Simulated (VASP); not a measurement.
# CoSi (P2_13) in VASP: notebook, part 2 of 2

VASP 6.6.1.

**4. Relaxation of cell and atoms, LDA**

Contents of INCAR:

```
SYSTEM = CoSi
PREC = Accurate
ENCUT = 600
EDIFF = 1E-6
ISMEAR = 1
SIGMA = 0.1
LREAL = .False.
LASPH = .True.
NELM = 80
ALGO = Normal
ISIF = 3
LWAVE = .False.
LCHARG = .False.
GGA = CA
IBRION = 2
NSW = 90
EDIFFG = -0.01
KPAR = 4
```

Contents of KPOINTS:

```
regular mesh
0
Gamma
  8 8 8
  0 0 0
```

Contents of POSCAR:

```
CoSi
1.0
    4.4380000000      0.0000000000      0.0000000000
    0.0000000000      4.4380000000      0.0000000000
    0.0000000000      0.0000000000      4.4380000000
Co Si
4 4
Direct
    0.1400000000      0.1400000000      0.1400000000
    0.3600000000      0.8600000000      0.6400000000
    0.6400000000      0.3600000000      0.8600000000
    0.8600000000      0.6400000000      0.3600000000
    0.8430000000      0.8430000000      0.8430000000
    0.6570000000      0.1570000000      0.3430000000
    0.3430000000      0.6570000000      0.1570000000
    0.1570000000      0.3430000000      0.6570000000
```

Potentials or basis: VASP PAW LDA potentials, release 64 (Co, Si).

The run is started by

```sh
$ cat potpaw_LDA.64/Co/POTCAR potpaw_LDA.64/Si/POTCAR > POTCAR
$ mpirun -np 4 vasp_std > vasp.out
```

Run time: 1.9 min. Hardware: 4 MPI ranks of Intel Xeon 6975P-C (Granite Rapids), shared host; peak memory 0.25 GiB.

Results (log left out):

- Free energy: -62.6439 eV
- Relaxed volume: 10.30 Å³/atom
- Relaxed cell: a = 4.352 Å, b = 4.352 Å, c = 4.352 Å, α = 90.00°, β = 90.00°, γ = 90.00°
- Space group after relaxing (to 0.05 Å): P2_13 (No. 198)
- Energy gained by relaxing: 27.8 meV/atom
- Ionic steps: 10
- Pressure after relaxing: 0.0 GPa
- Largest force after relaxing: 0.005 eV/Å
- Band gap on the k mesh: none (metal or under the smearing width)

Forces in eV/Å, atoms in the order of the input:
```
Co   0.001  0.001  0.001
Co  -0.001 -0.001  0.001
Co   0.001 -0.001 -0.001
Co  -0.001  0.001 -0.001
Si  -0.003 -0.003 -0.003
Si   0.003  0.003 -0.003
Si  -0.003  0.003  0.003
Si   0.003 -0.003  0.003
```

Step by step:
| step | energy change (eV) | largest force (eV/Å) | pressure (GPa) | volume (Å³) |
| --- | --- | --- | --- | --- |
| 1 | 0.0000 | 0.1644 | -12.46 | 87.41 |
| 2 | 0.1548 | 0.5937 | 21.50 | 77.10 |
| 3 | -0.1941 | 0.3425 | -0.10 | 82.78 |
| 4 | -0.1941 | 0.3462 | 0.16 | 82.69 |
| 5 | -0.2110 | 0.2202 | 0.36 | 82.56 |
| 6 | -0.2218 | 0.0597 | 0.56 | 82.37 |
| 7 | -0.2219 | 0.0620 | 0.36 | 82.35 |
| 8 | -0.2219 | 0.0064 | -0.73 | 82.68 |
| 9 | -0.2223 | 0.0316 | -0.22 | 82.52 |
| 10 | -0.2225 | 0.0052 | 0.02 | 82.43 |

Final structure:
```cif
data_structure
_symmetry_space_group_name_H-M 'P 1'
_symmetry_Int_Tables_number 1
_cell_length_a 4.3521
_cell_length_b 4.3521
_cell_length_c 4.3521
_cell_angle_alpha 90.000
_cell_angle_beta 90.000
_cell_angle_gamma 90.000
_cell_volume 82.43
loop_
_atom_site_label
_atom_site_type_symbol
_atom_site_fract_x
_atom_site_fract_y
_atom_site_fract_z
_atom_site_occupancy
Co1 Co 0.14578 0.14578 0.14578 1
Co2 Co 0.35422 0.85422 0.64578 1
Co3 Co 0.64578 0.35422 0.85422 1
Co4 Co 0.85422 0.64578 0.35422 1
Si1 Si 0.84316 0.84316 0.84316 1
Si2 Si 0.65684 0.15684 0.34316 1
Si3 Si 0.34316 0.65684 0.15684 1
Si4 Si 0.15684 0.34316 0.65684 1
```

Levels at points of the mesh, in eV from the Fermi level:
```
           k point  band 22  band 23  band 24  band 25  band 26  band 27  band 28  band 29  band 30  band 31
(0.00, 0.00, 0.00)    -0.97    -0.83    -0.83     0.01     0.01     0.01     2.76     2.76     2.76     3.11
(0.50, 0.00, 0.00)    -1.12    -0.68    -0.68    -0.51    -0.51     1.10     1.10     1.69     1.69     4.51
(0.50, 0.50, 0.00)    -1.59    -1.07    -1.07    -0.03    -0.03     0.66     0.66     2.23     2.23     2.72
(0.50, 0.50, 0.50)    -1.31    -1.31    -1.31    -0.23    -0.23    -0.23    -0.23     5.76     5.76     5.76
```

Spin polarisation is off, so any magnetic state and its effect on volume and gap are missing. LDA usually gives volumes a few per cent too small.

**5. Relaxation of cell and atoms, LDA**

This run uses another cell than the first one, of 10.30 Å³/atom, 0.943 times its volume.

Changes to INCAR since step 4:

```diff
@@ -3,3 +3,3 @@
 ENCUT = 600
-EDIFF = 1E-6
+EDIFF = 1E-7
 ISMEAR = 1
@@ -16,3 +16,3 @@
 NSW = 90
-EDIFFG = -0.01
+EDIFFG = -0.005
 KPAR = 4
```

KPOINTS is that of step 4.

Contents of POSCAR:

```
CoSi                                    
1.0
    4.3521433157     -0.0000000000      0.0000000000
   -0.0000000000      4.3521433157      0.0000000000
   -0.0000000000     -0.0000000000      4.3521433157
  Co              Si            
     4     4
Direct
     0.1457780591538974    0.1457780591538974    0.1457780591538974
     0.3542219408461025    0.8542219408461025    0.6457780591538975
     0.6457780591538975    0.3542219408461025    0.8542219408461025
     0.8542219408461025    0.6457780591538975    0.3542219408461025
     0.8431630922662771    0.8431630922662771    0.8431630922662771
     0.6568369077337229    0.1568369077337231    0.3431630922662769
     0.3431630922662769    0.6568369077337229    0.1568369077337231
     0.1568369077337231    0.3431630922662769    0.6568369077337229
```

The run is started by

```sh
$ cat potpaw_LDA.64/Co/POTCAR potpaw_LDA.64/Si/POTCAR > POTCAR
$ mpirun -np 4 vasp_std > vasp.out
```

Wall time 39 s (4 MPI ranks of Intel Xeon 6975P-C (Granite Rapids), shared host); peak memory 0.24 GiB.

The run converged. Its results:

| Item | Value |
| --- | --- |
| Free energy | -62.6420 eV |
| Relaxed volume | 10.31 Å³/atom |
| Relaxed cell | a = 4.353 Å, b = 4.353 Å, c = 4.353 Å, α = 90.00°, β = 90.00°, γ = 90.00° |
| Space group after relaxing (to 0.05 Å) | P2_13 (No. 198) |
| Energy gained by relaxing | 0.0 meV/atom |
| Ionic steps | 2 |
| Pressure after relaxing | -0.1 GPa |
| Band gap on the k mesh | none (metal or under the smearing width) |

Final structure:
```cif
data_structure
_symmetry_space_group_name_H-M 'P 1'
_symmetry_Int_Tables_number 1
_cell_length_a 4.3527
_cell_length_b 4.3527
_cell_length_c 4.3527
_cell_angle_alpha 90.000
_cell_angle_beta 90.000
_cell_angle_gamma 90.000
_cell_volume 82.46
loop_
_atom_site_label
_atom_site_type_symbol
_atom_site_fract_x
_atom_site_fract_y
_atom_site_fract_z
_atom_site_occupancy
Co1 Co 0.14579 0.14579 0.14579 1
Co2 Co 0.35421 0.85421 0.64579 1
Co3 Co 0.64579 0.35421 0.85421 1
Co4 Co 0.85421 0.64579 0.35421 1
Si1 Si 0.84313 0.84313 0.84313 1
Si2 Si 0.65687 0.15687 0.34313 1
Si3 Si 0.34313 0.65687 0.15687 1
Si4 Si 0.15687 0.34313 0.65687 1
```

Levels at points of the mesh, in eV from the Fermi level:
```tsv
k point	band 23	band 24	band 25	band 26	band 27	band 28	band 29	band 30
(0.00, 0.00, 0.00)	-0.83	-0.83	0.01	0.01	0.01	2.76	2.76	2.76
(0.50, 0.00, 0.00)	-0.68	-0.68	-0.51	-0.51	1.10	1.10	1.68	1.68
(0.50, 0.50, 0.00)	-1.07	-1.07	-0.03	-0.03	0.66	0.66	2.23	2.23
(0.50, 0.50, 0.50)	-1.31	-1.31	-0.23	-0.23	-0.23	-0.23	5.76	5.76
```
